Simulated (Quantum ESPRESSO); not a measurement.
Crystal: HfB2.

```
Hf B
1.0
     3.14000    0.00000    0.00000
    -1.57000    2.71932    0.00000
     0.00000    0.00000    3.48000
Hf B
1 2
Direct
  0.00000 0.00000 0.00000
  0.66667 0.33333 0.50000
  0.33333 0.66667 0.50000
```

Base run:

* Program: Quantum ESPRESSO 7.5
* Functional: PBEsol
* Potentials or basis: PseudoDojo 0.4.1 SR PBEsol standard
* Cutoff: 1034 eV
* Density cutoff: 4136 eV
* k mesh: 8 × 8 × 6
* Occupations: fermi-dirac, width 0.05 eV
* Spin: no spin polarisation

Its results: band gap on the k mesh none (metal or under the smearing width); pressure -3.7 GPa.

The run is repeated on the same cell with these changes: functional from PBEsol to LDA; potentials or basis from PseudoDojo 0.4.1 SR PBEsol standard to JTH 2.0 LDA; cutoff from 1034 eV to 490 eV; density cutoff from 4136 eV to 2939 eV. What comes out?

Band gap on the k mesh none (metal or under the smearing width); pressure -10.4 GPa.

Caveats: the Wannier minimisation didn't converge; the cutoff is low for these files, which shifts pressure and relaxed volume (some runs).

Not every run made on this cell is shown here.
